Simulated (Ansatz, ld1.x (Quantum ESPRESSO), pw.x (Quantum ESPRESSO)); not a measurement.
From atom to crystal: RRKJ potential for H (Z = 1)

ld1.x (Quantum ESPRESSO) 7.5 input, shortened:

```
&input
   title='H', zed=1., rel=1, dft='PBESOL', iswitch=3,
   config='1s1 2p-2'
 /
 &inputp
   pseudotype=2, tm=.false., rho0=0.01, lloc=0,
   nlcc=.false.
 /
2
2P  2  1  -2.00   0.20  1.55  1.55  0.0
1S  1  0   1.00   0.00  1.45  1.45  0.0
 &test
   configts(1)='1s1'
 /
```

Atomic tests: cutoffs needed: 18 Ry and 30 Ry (the cutoffs (Ry, on a coarse ladder) from which the occupation-weighted sum of valence levels, in a spherical-Bessel basis at the reference potential, stays within 10 and 1 mRy of its value at 400 Ry); ghost test: no extra level below or beside the all-electron valence levels (p, s, d, f tested) (spherical-Bessel basis up to 400 Ry, 20 bohr box).

Crystal test: fcc H in pw.x 7.5, no spin, 18³ k-points, Fermi–Dirac smearing 0.01 Ry, cutoffs 40/160 Ry. The reference is all-electron LAPW (Ansatz 0.2.0) with the same functional, mesh and smearing; V0 and B0 come from Birch–Murnaghan fits to the pressures at five volumes. Errors are pseudo minus all-electron; Δ is the rms difference of the E(V) curves that follow from these fits, minima aligned, over ±6 % about the mean V0. Mesh and smearing are coarse, so the numbers serve the comparison and aren't converged zero-temperature values; the lattice is a test structure that the element need not adopt.

All-electron: a0 = 2.267 Å (V0 = 2.91 Å³/atom), B0 = 114.1 GPa.

Question: How far does the potential miss the all-electron equation of state?

Answer: mean pressure error (GPa): +1.63; a0 (Å): 2.278; a0 error (%): +0.47; B0 error (%): -1.1; Δ (meV/atom): 1.0.

```
V (Å³/atom)  P all-electron (GPa)  P pseudo (GPa)
      2.771                  6.23            8.07
      2.844                  2.90            4.62
      2.917                 -0.10            1.52
      2.990                 -2.80           -1.28
      3.063                 -5.23           -3.80
```

Question: At the middle volume, how do free energy and pressure move when the wave cutoff is lowered (ecutrho kept at four times it)?

Answer:

| cutoff (Ry) | shift of F (meV/atom) | shift of P (GPa) |
| --- | --- | --- |
| 18 | +97.7 | -12.08 |
| 24 | +21.9 | -4.66 |
| 32 | +2.8 | -0.81 |

Input at the middle volume:

```
&control
  calculation='scf', prefix='x', pseudo_dir='./', outdir='./tmp', tstress=.true., disk_io='none'
/
&system
  ibrav=0, nat=1, ntyp=1, ecutwfc=40, ecutrho=160, nbnd=7,
  occupations='smearing', smearing='fd', degauss=0.01
/
&electrons
  conv_thr=1e-09, mixing_beta=0.4, electron_maxstep=70
/
ATOMIC_SPECIES
H 1.0 H.UPF
CELL_PARAMETERS angstrom
  0.00000000 1.13405855 1.13405855
  1.13405855 0.00000000 1.13405855
  1.13405855 1.13405855 0.00000000
ATOMIC_POSITIONS crystal
H 0.0000 0.0000 0.0000
K_POINTS automatic
18 18 18 0 0 0
```

```bash
pw.x < H.scf.in > H.scf.out
```

Lines of the output:

```
Message from routine setup:
     using ibrav=0 with symmetry is DISCOURAGED, use correct ibrav instead
     lattice parameter (alat)  =       3.0307  a.u.
     unit-cell volume          =      19.6849 (a.u.)^3
     number of electrons       =         1.00
     number of Kohn-Sham states=            7
     kinetic-energy cutoff     =      40.0000  Ry
     charge density cutoff     =     160.0000  Ry
     scf convergence threshold =      1.0E-09
     Exchange-correlation= PBESOL
     number of k points=   195  Fermi-Dirac smearing, width (Ry)=  0.0100
     iteration #  1     ecut=    40.00 Ry     beta= 0.40
     total energy              =      -1.06868708 Ry
     estimated scf accuracy    <       0.00000806 Ry
     iteration #  2     ecut=    40.00 Ry     beta= 0.40
     total energy              =      -1.06868925 Ry
     estimated scf accuracy    <       0.00000295 Ry
     iteration #  3     ecut=    40.00 Ry     beta= 0.40
     the Fermi energy is     4.0670 ev
!    total energy              =      -1.06868929 Ry
     estimated scf accuracy    <          3.8E-10 Ry
     smearing contrib. (-TS)   =      -0.00044538 Ry
     The total energy is F=E-TS. E is the sum of the following terms:
     one-electron contribution =       0.64828419 Ry
     hartree contribution      =       0.01578237 Ry
     xc contribution           =      -0.66261047 Ry
     ewald contribution        =      -1.06969999 Ry
     convergence has been achieved in   3 iterations
          total   stress  (Ry/bohr**3)                   (kbar)     P=       15.17
     Message from routine punch:
     Nothing written, as per user request (disk_io='none')
```

The run at the middle volume (195 k-points, 3 iterations) took about 1 s on one core of a shared host (Neoverse-V1, 32 threads, 247 GiB, load 14).
